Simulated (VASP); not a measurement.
SnS2:

```
Sn S
1.0
     3.67431    0.00000    0.00000
    -1.83715    3.18204    0.00000
     0.00000    0.00000    6.22883
Sn S
1 2
Direct
  0.00000 0.00000 0.00000
  0.33333 0.66667 0.23465
  0.66667 0.33333 0.76535
```

The cell is a database's computed one.

```yaml
Program: VASP 6.6.1
Task: relaxation of cell and atoms
Functional: PBE
Dispersion: D3(BJ)
Potentials_or_basis: VASP PAW PBE potentials, release 64 (Sn_d, S)
Cutoff: 600 eV
k_mesh: 9 × 9 × 6
Occupations: gaussian, width 0.02 eV
Spin: no spin polarisation
```

At the start: pressure -0.0 GPa; volume 24.28 Å³/atom.

Where does the relaxation end?

Over 14 steps the energy falls by 9.9 meV/atom and the volume is 22.60 Å³/atom (-6.9 %); space group P-3m1 (No. 164, to 0.05 Å).

Step by step:
```tsv
step	energy change (eV)	largest force (eV/Å)	pressure (GPa)	volume (Å³)
1	0.0000	0.2394	-0.01	72.83
2	-0.0040	0.0996	-0.49	72.82
3	-0.0046	0.0208	-0.75	72.81
4	-0.0073	0.0318	-0.43	72.24
5	-0.0093	0.0423	-0.11	71.63
6	-0.0103	0.0633	0.56	70.42
7	-0.0104	0.0552	0.26	70.83
8	-0.0137	0.0581	0.25	70.48
9	-0.0220	0.0646	0.32	69.40
10	-0.0288	0.0775	0.76	67.22
11	-0.0287	0.0786	0.47	67.67
12	-0.0288	0.0775	0.52	67.46
13	-0.0277	0.1127	-0.86	68.29
14	-0.0296	0.0006	0.01	67.79
```

Final structure:
```cif
data_structure
_symmetry_space_group_name_H-M 'P 1'
_symmetry_Int_Tables_number 1
_cell_length_a 3.6669
_cell_length_b 3.6669
_cell_length_c 5.8213
_cell_angle_alpha 90.000
_cell_angle_beta 90.000
_cell_angle_gamma 120.000
_cell_volume 67.79
loop_
_atom_site_label
_atom_site_type_symbol
_atom_site_fract_x
_atom_site_fract_y
_atom_site_fract_z
_atom_site_occupancy
Sn1 Sn 0.00000 0.00000 0.00000 1
S1 S 0.33333 0.66667 0.25402 1
S2 S 0.66667 0.33333 0.74598 1
```
